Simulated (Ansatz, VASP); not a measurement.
**BN in VASP and in Ansatz**

```
B N
1.0
     2.50875    0.00144    0.00000
     1.25312    2.17337    0.00000
     0.00000    0.00000   32.60000
B N
2 2
Direct
  0.49998 0.49998 0.44694
  0.00002 0.50002 0.55306
  0.83345 0.83305 0.44691
  0.66655 0.16695 0.55309
```

Alike in both runs: functional PBE; dispersion D3(BJ); k mesh 10 × 10 × 1; occupations gaussian, width 0.02 eV; no spin polarisation.

Ansatz relaxed the structure, and its values are those at the end. VASP's run is a single point on that final structure, the one shown.

|  | VASP | Ansatz |
| --- | --- | --- |
| version | VASP 6.6.1 | Ansatz 0.2.0 |
| potentials or method | VASP PAW PBE potentials, release 64 (B, N) | scalar-relativistic, plane waves, PAW |
| plane-wave cutoff (eV) | 520 | 420 |
| valence electrons in the cell | 16 | 16 |

VASP gave:

```
gap on the k mesh at the Fermi level (eV) : 4.33
least direct gap on the mesh (eV)         : 4.66
rms of the force components (eV/Å)        : 0.009
```

Question: What did Ansatz give for the same quantities?

Answer: gap on the k mesh at the Fermi level (eV): 4.34; least direct gap on the mesh (eV): 4.67; rms of the force components (eV/Å): 0.009.

Ansatz warned: «stress_scf_threshold_loose».

A hybrid or GW would open this gap; PBE tends to underestimate it.
